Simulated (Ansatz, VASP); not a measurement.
# SiC (Moissanite 3C) in two plane-wave programs, part 2 of 2

Wanted: the spread between two codes on one cell, functional and k mesh.

VASP 6.6.1 and Ansatz 0.2.0.

So far: The structure; VASP: G0W0 gap, PBE.

## (3) Ansatz: G0W0 gap, PBE

Level of this step: Ansatz beside VASP: Kohn-Sham DFT, plane waves, PBE, G0W0 (Ansatz).

Ansatz runs on its default PAW (the set named soft_2) files.

The same cell, functional and mesh now go to Ansatz, which takes its cutoff from its data sets.

input.yaml reads:

```yaml
crystal:
  lattice:
    - [0.0, 2.179, 2.179]
    - [2.179, 0.0, 2.179]
    - [2.179, 2.179, 0.0]
  atoms:
    - { symbol: Si, position: [0.0, 0.0, 0.0] }
    - { symbol: C, position: [0.75, 0.75, 0.75] }
hamiltonian:
  xc: pbe
  pseudopotentials: { kind: paw }
kpoints:
  mp_grid: { grid: [4, 4, 4] }
scf:
  occupations: { method: fixed }
gw:
  n_empty_bands: 36
  ecut_chi: 200.0
  qp_bands: [v2, c2]
  qp_kpoints: band_edges
  screening: { model: contour_deformation }
```

Launch:

```bash
ansatz run input.yaml --threads 4 --pin off --max-ram 9216MiB --backend cpu --events-out ev --progress --plain --runs-dir out
```

Numbers of over 12 decimals in the logs are rounded to 6 here.

Log:

```text
Engine: ansatz 0.2.0, x86_64-unknown-linux-gnu
Pseudopotentials: kind: paw
Pseudopotential: Si, paw, valence charge 4, recommended cutoff 420 eV (normal), Si.paw.azcp
Pseudopotential: C, paw, valence charge 4, recommended cutoff 420 eV (normal), C.paw.azcp
Functional definition: PBE
  parameter kappa = 0.804
  parameter beta = 0.066725
  exchange = pbe_x(kappa = kappa, mu = beta*pi^2/3)
  correlation = pbe_c(beta = beta)
Crystal: 2 atoms, lattice volume = 20.692 Å³
Basis set: ecut = 420 eV, 411 PW (Γ)
Bands: 8, of which v1, the nominal top of the filled ones, is band 4 counted from 1 (3 counted from 0)
Symmetry: 24 space group operations
Space group: F-43m (ITA 216), of the structure as read, at distance tolerance 2.7e-5 Å
k-points: 8 of 64 (time reversal used)
Non-local potential: Si, projectors of the file, l = 0: 2, l = 1: 2, l = 2: 2
Non-local potential: C, projectors of the file, l = 0: 2, l = 1: 2, l = 2: 1
PAW form: soft (Blöchl's): semilocal exchange-correlation on the pseudo side does not see the compensation charge
PAW one-centre angular grid: Si, 110 points (default); XC on 64 Gauss nodes
PAW one-centre angular grid: C, 110 points (default); XC on 64 Gauss nodes
Initial density: superposition of atomic densities (neutral atoms: chi_scale 0, normalization atom), corrected by the library's trained network
Initial wavefunctions: pseudopotential atomic-orbital guess
Functional: x = pbe(κ = 0.804, μ = 0.219515), c = pbe(β = 0.066725)
SCF iter   1: F=—  HF=-887.031302 eV  |F-HF|=—  |Δ(HF+E_count)|=         —  Δρ=2.20e-3  dr2=1.06e-3  ethr=1.77e-3  ⟨swp⟩=4.6  Hψ=450  notcnv=0  defer=11
preconditioner: auto → none  [insulator: Δε(μ)=1.336 eV  Ē_g=13.968 eV  n_scr=0 (ndim 8)  ℏωp=23.1 eV  f_vac=0.000  ε∞_Penn≈3.7]
SCF iter   2: F=—  HF=-887.031218 eV  |F-HF|=—  |Δ(HF+E_count)|=   8.45e-5  Δρ=7.71e-4  dr2=6.56e-5  ethr=1.33e-5  ⟨swp⟩=2.6  Hψ=174  notcnv=0  defer=12
SCF iter   3: F=—  HF=-887.031253 eV  |F-HF|=—  |Δ(HF+E_count)|=   3.52e-5  Δρ=3.33e-4  dr2=1.17e-5  ethr=8.20e-7  ⟨swp⟩=2.0  Hψ=89  notcnv=0  defer=8
SCF iter   4: F=—  HF=-887.031267 eV  |F-HF|=—  |Δ(HF+E_count)|=   1.46e-5  Δρ=3.80e-5  dr2=1.32e-7  ethr=1.47e-7  ⟨swp⟩=2.5  Hψ=98  notcnv=0  defer=12
iter 5 did not close the SCF: its close was put off for the readings that it lacked (scf_convergence_deferred on its scf_iter line)
SCF iter   5: F=-887.031268 eV  HF=-887.031268 eV  |F-HF|=3.25e-9  |Δ(HF+E_count)|=   1.89e-7  Δρ=5.44e-6  dr2=6.09e-9  ethr=1.65e-9  ⟨swp⟩=2.0  Hψ=93  notcnv=0  defer=13
SCF iter   6: F=-887.031268 eV  HF=-887.031268 eV  |F-HF|=1.52e-11  |Δ(HF+E_count)|=  6.27e-10  Δρ=3.47e-7  dr2=9.90e-12  ethr=7.61e-11  ⟨swp⟩=3.1  Hψ=315  notcnv=0
SCF 1 converged in 6 iterations: F = -887.031268 eV  dr2 = 9.90e-12
  greatest PAW one-centre occupation: 0.640 electrons in one spin orbital (limit 2), on the C atom at site 1 (counted from 0), in its partial waves of l = 0
NSCF: frozen V_eff on 8 k-points
G₀W₀ screening: q 1/8
G₀W₀ screening: q 2/8 (q-point 5)
G₀W₀ screening: q 3/8 (q-point 6)
G₀W₀ screening: q 4/8 (q-point 2)
G₀W₀ screening: q 5/8 (q-point 4)
G₀W₀ screening: q 6/8 (q-point 8)
G₀W₀ screening: q 7/8 (q-point 3)
G₀W₀ screening: q 8/8 (q-point 7)
G₀W₀ self-energy: k 1/6
G₀W₀ self-energy: k 2/6
G₀W₀ self-energy: k 3/6
G₀W₀ self-energy: k 4/6
G₀W₀ self-energy: k 5/6
G₀W₀ self-energy: k 6/6
NSCF: frozen V_eff on 1 k-points
SCF converged after 6 iterations
Free energy (F): -887.031268 eV
Harris-Foulkes:  -887.031268 eV  (|F-HF|=1.52e-11)
Internal energy: -887.031268 eV  (E = F + TS)
E sigma→0 (E₀):  -887.031268 eV
Fermi energy:    9.537810 eV
--- Per-component energies (eV) ---
  E_band       = 29.141544
  E_kinetic    = 136.315005
  E_local      = -104.984270  (includes V_loc(G=0)·N_el)
  E_nonlocal   = 51.702193
  E_hartree    = 32.406278
  E_xc         = -105.516794
  E_vxc        = -109.393517  (∫ρ·V_xc dr)
  E_paw        = -612.169911  (= ΣΔE_a)
  E_vpaw       = -9.310426  (= ΣTr[D̂ρ^β])
  E_aug_tail   = 0.000011  (compensation charges beyond the density's cutoff)
  E_ewald      = -284.783780
  E_smearing   = -0.000000  (= −TS)
  E_closure    = -0.000000  (closes the sum)
  Σ components = -887.031268   (vs F -887.031268, Δ=0.00e0)
--- Band table (eV; the first three rows and the last of 8) ---
  k-point 0: bands = ["-5.8924", "9.5378", "9.5378", "9.5378", "15.7416", "16.7971", "16.7971", "16.7971"]
  k-point 1: bands = ["-4.6946", "5.2274", "8.9277", "8.9277", "15.4893", "17.3990", "17.3990", "18.8684"]
  k-point 2: bands = ["-2.3139", "0.9688", "8.4787", "8.4787", "14.9360", "16.7158", "16.7158", "19.5600"]
  k-point 7: bands = ["-0.6209", "2.4833", "4.5270", "4.8219", "14.7210", "18.9315", "18.9747", "19.2724"]
--- G₀W₀: contour deformation, 6 samples at zero and on the imaginary axis and 2 off it, 64 q-points, 36 empty bands' worth ---
  eigenvalues of the whole cell's RPA ε∞ on this k-mesh (on a slab, of 1 + 4πα/V) = 8.8754, 8.8754, 8.8754; static W/v taken at q = 0 is 0.112670
  bands read: the sum over 40 bands ends inside a degenerate multiplet in 3 slots, whose members it reads at an even weight; the widest, k=0: bands 39 to 41 (counted from 1) at 2/3 each
  gw.qp_kpoints: band_edges: 6 of 8 stored k-points solved, in 1 pass; an edge of the gap read off the rows below is read off those points alone
    valence top: of the k-points left out ik 5 came nearest to being solved in a further pass, in band 4 (counted from 1, as in the quasiparticle table): it holds the edge there only if its correction is more favourable than any solved in that band by at least 1.190 eV; those differ by 0.273 eV
    conduction bottom: of the k-points left out ik 7 came nearest to being solved in a further pass, in band 5 (counted from 1, as in the quasiparticle table): it holds the edge there only if its correction is more favourable than any solved in that band by at least 3.871 eV; those differ by 0.352 eV
    ik  band        ε_KS         Σx   Σc(E_QP)       V_xc       Z   E_QP_lin       E_QP  E_QP is
     0     3      9.5378   -18.5505     2.4950   -15.7282  0.7898     9.2098     9.2106  root
     0     4      9.5378   -18.5505     2.4950   -15.7282  0.7898     9.2098     9.2106  root
     0     5     15.7416    -9.4479    -5.2444   -15.4053  0.7808    16.4601    16.4546  root
     0     6     16.7971    -7.9663    -5.0962   -13.8470  0.7972    17.5874    17.5816  root
     1     3      8.9277   -18.6211     2.6241   -15.6151  0.7878     8.5447     8.5458  root
     1     4      8.9277   -18.6211     2.6241   -15.6151  0.7878     8.5447     8.5458  root
     1     5     15.4893    -8.7076    -4.9686   -14.3815  0.7972    16.1990    16.1946  root
     1     6     17.3990    -7.3770    -5.2813   -13.4445  0.7918    18.1910    18.1852  root
     2     3      8.4787   -18.8069     2.7778   -15.6050  0.7854     8.0532     8.0546  root
     2     4      8.4787   -18.8069     2.7778   -15.6050  0.7854     8.0532     8.0546  root
     2     5     14.9360    -8.9775    -4.8336   -14.5134  0.8010    15.6425    15.6383  root
     2     6     16.7158    -6.6900    -5.0840   -12.4855  0.7999    17.4320    17.4273  root
     3     3      7.5922   -18.4974     2.9471   -15.0449  0.7816     7.0846     7.0868  root
     3     4      7.5922   -18.4974     2.9471   -15.0449  0.7816     7.0846     7.0868  root
     3     5     13.5448    -7.2798    -4.5711   -12.3734  0.8099    14.0693    14.0672  root
     3     6     15.8404    -7.0237    -4.8753   -12.5804  0.8056    16.5256    16.5218  root
     4     3      5.5619   -18.4053     3.3928   -14.4078  0.7641     4.9523     4.9573  root
     4     4      7.2162   -18.6412     3.0729   -15.0347  0.7788     6.6798     6.6826  root
     4     5     13.2224    -6.9547    -4.4624   -11.9235  0.8117    13.7307    13.7288  root
     4     6     17.4806    -7.6426    -5.1679   -13.6141  0.7906    18.2902    18.2843  root
     6     3      6.3336   -18.7484     3.3575   -14.7911  0.7712     5.7296     5.7338  root
     6     4      6.3336   -18.7484     3.3575   -14.7911  0.7712     5.7296     5.7338  root
     6     5     10.8502    -6.9306    -4.0335   -11.3253  0.8166    11.2121    11.2114  root
     6     6     13.8192    -7.2836    -4.4462   -12.2968  0.8194    14.3883    14.3862  root
```

Elapsed: 0.77 s, on 4 threads of Intel Xeon 6975P-C (Granite Rapids), shared host; peak memory 0.34 GiB.

## (4) Side by side

Known differences besides the potentials themselves: the two programs' PAW sets differ in cores and partial waves; the cutoff is 420 eV in Ansatz and 440 eV in VASP; VASP leaves aspherical gradient terms in its spheres out (LASPH is not set), Ansatz keeps them; Ansatz integrates over frequency by contour deformation, VASP on a grid of NOMEGA points. Total energies have different zeros and are not compared.

The two programs side by side:

```tsv
quantity	Ansatz	VASP	difference
G0W0 gap on the mesh (eV)	2.00	2.01	-0.01
PBE gap under it (eV)	1.31	1.30	+0.01
```

## (5) Summary of results

- difference in G0W0 gap on the mesh (G0W0 gap, PBE): -0.0060 eV

**Reading.** The difference in G0W0 gap on the mesh is -0.0060 eV (G0W0 gap, PBE), within the 0.15 eV picked in this series as the mark of a large difference. Such differences can come from data sets, numerical settings and the points named under the comparisons, not from the functional's error against experiment.

[Lines on the potential files, build, host, timing and source positions are cut from VASP's logs without a mark.]

[Logs are printed without paths, hosts, clocks, repeated set-up lines and the standing remarks that a program may print on its own settings, such as how far it seeks lower states.]

[Hosts, paths, dates, database ids (printed as entryN), source tags and the programs' standing remarks are cut or masked in the printed files.]
